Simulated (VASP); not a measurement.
# Input and output of a VASP r²SCAN single-point calculation on Sn (diamond)

INCAR

```
ENCUT = 520
METAGGA = R2SCAN
NBANDS = 21
LWAVE = .FALSE.
IBRION = -1
LASPH = .TRUE.
LCHARG = .FALSE.
ALGO = Normal
NSW = 0
ISMEAR = -1
PREC = Accurate
ISIF = 2
SIGMA = 0.02
EDIFF = 1E-7
NELM = 120
LREAL = .FALSE.
```

KPOINTS

```
KPOINTS created by Atomic Simulation Environment
0
Gamma
6 6 6
0 0 0
```

KPOINTS_OPT

```
special points
7
Reciprocal
0.0000000000 0.0000000000 0.0000000000 1
0.5000000000 0.0000000000 0.5000000000 1
0.6250000000 0.2500000000 0.6250000000 1
0.3750000000 0.3750000000 0.7500000000 1
0.5000000000 0.5000000000 0.5000000000 1
0.5000000000 0.2500000000 0.7500000000 1
0.0000000000 0.0000000000 0.5000000000 1
```

POSCAR

```
Sn
 1.0000000000000000
     0.0000000000000000    3.2844597802467672    3.2844597802467672
     3.2844597802467672    0.0000000000000000    3.2844597802467672
     3.2844597802467672    3.2844597802467672    0.0000000000000000
 Sn
   2
Cartesian
 -0.0000000000000000 -0.0000000000000000 -0.0000000000000000
  1.6422298901233836  1.6422298901233836  1.6422298901233836
```

VASP ran with the recommended PBE PAW datasets (28 valence electrons in the cell).

Command

```
mpirun -np 1 vasp_std
```

OSZICAR

```
N       E                     dE             d eps       ncg     rms          rms(c)
DAV:   1     0.186526307029E+03    0.18653E+03   -0.14700E+04   682   0.191E+03
DAV:   2    -0.269340759482E+02   -0.21346E+03   -0.20917E+03   677   0.461E+02
DAV:   3    -0.527432787071E+02   -0.25809E+02   -0.25610E+02   767   0.146E+02
DAV:   4    -0.536478834616E+02   -0.90460E+00   -0.90415E+00   772   0.303E+01
DAV:   5    -0.536877686351E+02   -0.39885E-01   -0.39884E-01  1011   0.590E+00    0.470E+00
DAV:   6    -0.494632492130E+02    0.42245E+01   -0.10792E+00   722   0.165E+01    0.232E+00
DAV:   7    -0.494601448708E+02    0.31043E-02   -0.51768E-02   837   0.203E+00    0.988E-01
DAV:   8    -0.494630726570E+02   -0.29278E-02   -0.16602E-02   875   0.761E-01    0.991E-02
DAV:   9    -0.494631774974E+02   -0.10484E-03   -0.35092E-03   858   0.896E-01    0.454E-02
DAV:  10    -0.494632037238E+02   -0.26226E-04   -0.13980E-04   792   0.116E-01    0.172E-02
DAV:  11    -0.494632010608E+02    0.26631E-05   -0.11036E-04   940   0.140E-01    0.156E-02
DAV:  12    -0.494632007349E+02    0.32584E-06   -0.39582E-06   847   0.180E-02    0.647E-03
DAV:  13    -0.494631979886E+02    0.27464E-05   -0.38621E-06   920   0.284E-02    0.573E-04
DAV:  14    -0.494631979837E+02    0.48435E-08   -0.85818E-08   470   0.296E-03
   1 F= -.49463198E+02 E0= -.49462911E+02  d E =-.574158E-03
       N       E                     dE             ncg
DAV:   1    -0.205925550920E+03   -0.56110E+04      294
DAV:   2    -0.168664049980E+04   -0.14807E+04      294
DAV:   3    -0.185302050677E+04   -0.16638E+03      329
DAV:   4    -0.185927685845E+04   -0.62564E+01      359
DAV:   5    -0.185955486560E+04   -0.27801E+00      441
DAV:   6    -0.185955734566E+04   -0.24801E-02      354
DAV:   7    -0.185955749704E+04   -0.15138E-03      426
DAV:   8    -0.185955749904E+04   -0.20014E-05      367
DAV:   9    -0.185955749912E+04   -0.78012E-07      264
```

From OUTCAR

```
k-points           NKPTS =     16   k-points in BZ     NKDIM =     16   number of bands    NBANDS=     21

   NELECT =      28.0000    total number of electrons

   dimension x,y,z NGX =    36 NGY =   36 NGZ =   36
   dimension x,y,z NGXF=    72 NGYF=   72 NGZF=   72

  energy-cutoff  :      520.00
  volume of cell :       70.86
      direct lattice vectors                 reciprocal lattice vectors
     0.000000000  3.284459780  3.284459780    -0.152232036  0.152232036  0.152232036
     3.284459780  0.000000000  3.284459780     0.152232036 -0.152232036  0.152232036
     3.284459780  3.284459780  0.000000000     0.152232036  0.152232036 -0.152232036

 k-points in reciprocal lattice and weights: KPOINTS created by Atomic Simulation Env
   0.00000000  0.00000000  0.00000000       0.005
   0.16666667  0.00000000  0.00000000       0.037
   0.33333333  0.00000000  0.00000000       0.037
   0.50000000  0.00000000  0.00000000       0.019
   0.16666667  0.16666667  0.00000000       0.028
   0.33333333  0.16666667  0.00000000       0.111
   0.50000000  0.16666667  0.00000000       0.111
  -0.33333333  0.16666667  0.00000000       0.111
   ...

 E-fermi :   5.2137

 k-point     1 :       0.0000    0.0000    0.0000
  band No.  band energies     occupation
      1     -17.1271      2.00000
      2     -17.1271      2.00000
      3     -17.1271      2.00000
      4     -17.0657      2.00000
      5     -17.0657      2.00000
      6     -16.7714      2.00000
      7     -16.7714      2.00000
      8     -16.7714      2.00000
      9     -16.7563      2.00000
     10     -16.7563      2.00000
     11      -5.6794      2.00000
     12       4.5789      2.00000
     13       5.2081      1.13804
     14       5.2081      1.13779
     15       5.2081      1.13779
     16       7.4201      0.00000
     17       7.4201      0.00000
     18       7.4201      0.00000
     19      10.5621      0.00000
     20      13.3766      0.00000
     21      13.3766      0.00000

 k-point     2 :       0.1667    0.0000    0.0000
  band No.  band energies     occupation
      1     -17.1425      2.00000
      2     -17.1425      2.00000
      3     -17.1210      2.00000
      4     -17.0430      2.00000
      5     -17.0430      2.00000
      6     -16.7968      2.00000
      7     -16.7968      2.00000
      8     -16.7790      2.00000
      9     -16.7352      2.00000
     10     -16.7352      2.00000
     11      -5.4082      2.00000
     12       2.3042      2.00000
     13       4.7651      2.00000
     14       4.7651      2.00000
     15       5.8034      0.00000
     16       7.9932      0.00000
     17       7.9932      0.00000
     18       8.6594      0.00000
     19      11.6525      0.00000
     20      12.3878      0.00000
     21      12.3878      0.00000

 k-point     3 :       0.3333    0.0000    0.0000
  band No.  band energies     occupation
      1     -17.1579      2.00000
      2     -17.1579      2.00000
      3     -17.1081      2.00000
      4     -17.0156      2.00000
      5     -17.0156      2.00000
      6     -16.8179      2.00000
      7     -16.8179      2.00000
      8     -16.7948      2.00000
      9     -16.7204      2.00000
     10     -16.7204      2.00000
     11      -4.6650      2.00000
     12      -0.0563      2.00000
     13       4.2027      2.00000
     14       4.2027      2.00000
     15       5.4336      0.00003
     16       8.5168      0.00000
     17       8.5168      0.00000
     18      11.0387      0.00000
     19      11.7006      0.00000
     20      12.8096      0.00000
     21      12.8096      0.00000

 k-point     4 :       0.5000    0.0000    0.0000
  band No.  band energies     occupation
      1     -17.1622      2.00000
      2     -17.1622      2.00000
      3     -17.1013      2.00000
      4     -17.0070      2.00000
      5     -17.0069      2.00000
      6     -16.8233      2.00000
      7     -16.8233      2.00000
      8     -16.8030      2.00000
      9     -16.7165      2.00000
     10     -16.7165      2.00000
     11      -4.0365      2.00000
     12      -1.2498      2.00000
     13       3.9913      2.00000
     14       3.9913      2.00000
     15       5.2644      0.14653
     16       8.5525      0.00000
     17       8.5525      0.00000
     18      11.1626      0.00000
     19      13.9506      0.00000
     20      14.3333      0.00000
     21      14.3336      0.00000

 k-point     5 :       0.1667    0.1667    0.0000
  band No.  band energies     occupation
      1     -17.1412      2.00000
      2     -17.1412      2.00000
      3     -17.1348      2.00000
      4     -17.0444      2.00000
      5     -17.0172      2.00000
      6     -16.8433      2.00000
      7     -16.7765      2.00000
      8     -16.7513      2.00000
      9     -16.7513      2.00000
     10     -16.7326      2.00000
     11      -5.3143      2.00000
     12       2.2006      2.00000
     13       4.1464      2.00000
     14       4.1464      2.00000
     15       6.7042      0.00000
     16       7.2356      0.00000
     17       8.9438      0.00000
     18       8.9439      0.00000
     19      11.1953      0.00000
     20      12.1112      0.00000
     21      13.7007      0.00000

 k-point     6 :       0.3333    0.1667    0.0000
  band No.  band energies     occupation
      1     -17.1677      2.00000
      2     -17.1562      2.00000
      3     -17.1088      2.00000
      4     -17.0161      2.00000
      5     -16.9818      2.00000
      6     -16.8792      2.00000
      7     -16.8071      2.00000
      8     -16.7726      2.00000
      9     -16.7275      2.00000
     10     -16.7095      2.00000
     11      -4.7068      2.00000
     12       0.3945      2.00000
     13       3.3304      2.00000
     14       3.6239      2.00000
     15       6.7889      0.00000
     16       7.7060      0.00000
     17       9.5681      0.00000
     18       9.7069      0.00000
     19      12.2979      0.00000
     20      13.2163      0.00000
     21      13.8250      0.00000

 k-point     7 :       0.5000    0.1667    0.0000
  band No.  band energies     occupation
      1     -17.1842      2.00000
      2     -17.1673      2.00000
      3     -17.0761      2.00000
      4     -16.9894      2.00000
      5     -16.9789      2.00000
      6     -16.8740      2.00000
      7     -16.8377      2.00000
      8     -16.8107      2.00000
      9     -16.7103      2.00000
     10     -16.6922      2.00000
     11      -3.8817      2.00000
     12      -1.1736      2.00000
     13       2.6558      2.00000
     14       3.5487      2.00000
     15       6.5821      0.00000
     16       8.4670      0.00000
     17       9.5168      0.00000
     18      10.6563      0.00000
     19      12.9099      0.00000
     20      14.2152      0.00000
     21      14.4341      0.00000

 k-point     8 :      -0.3333    0.1667    0.0000
  band No.  band energies     occupation
      1     -17.1801      2.00000
      2     -17.1702      2.00000
      3     -17.0727      2.00000
      4     -17.0051      2.00000
      5     -16.9798      2.00000
      6     -16.8548      2.00000
      7     -16.8331      2.00000
      8     -16.8231      2.00000
      9     -16.7040      2.00000
     10     -16.6992      2.00000
     11      -4.1387      2.00000
     12      -0.7539      2.00000
     13       2.5129      2.00000
     14       3.9428      2.00000
     15       6.6127      0.00000
     16       8.7619      0.00000
     17       9.0377      0.00000
     18      10.8333      0.00000
     19      12.3545      0.00000
     20      12.7890      0.00000
     21      14.2335      0.00000

 k-point     9 :      -0.1667    0.1667    0.0000
  band No.  band energies     occupation
      1     -17.1609      2.00000
      2     -17.1574      2.00000
      3     -17.1033      2.00000
      4     -17.0295      2.00000
      5     -17.0065      2.00000
      6     -16.8356      2.00000
      7     -16.8159      2.00000
      8     -16.7780      2.00000
      9     -16.7299      2.00000
     10     -16.7123      2.00000
     11      -4.9692      2.00000
     12       0.9771      2.00000
     13       3.1712      2.00000
     14       4.5967      2.00000
     15       6.6343      0.00000
     16       8.2509      0.00000
     17       8.4850      0.00000
     18       9.5592      0.00000
     19      11.6157      0.00000
     20      12.8884      0.00000
     21      13.0128      0.00000

 ...

  Total       -0.0075423     -0.0075423     -0.0075423     -0.0000000     -0.0000000      0.0000000
  in kB       -0.1705259     -0.1705259     -0.1705259     -0.0000000     -0.0000000      0.0000000
  external PRESSURE =      -0.1705259 kB  Pullay stress =       0.0000000 kB

 POSITION                                       TOTAL-FORCE (eV/Angst)
 -----------------------------------------------------------------------------------
      0.00000      0.00000      0.00000         0.000000      0.000000      0.000000
      1.64223      1.64223      1.64223        -0.000000     -0.000000     -0.000000
 -----------------------------------------------------------------------------------
    total drift:                                0.000000      0.000000      0.000000

  FREE ENERGIE OF THE ION-ELECTRON SYSTEM (eV)
  ---------------------------------------------------
  free  energy   TOTEN  =       -49.4631979837 eV

  energy  without entropy=      -49.4626238261  energy(sigma->0) =      -49.46291090
```

```
gap between bands v and c : 0.00 eV
least direct gap          : 0.00 eV
pressure                  : 0.0 GPa
```

Band v is the last that the valence electrons fill when counted band by band, and c is the next.

The run took about 79 s on one core of a shared host (Intel Xeon Platinum 8488C) and held 0.21 GiB at most.
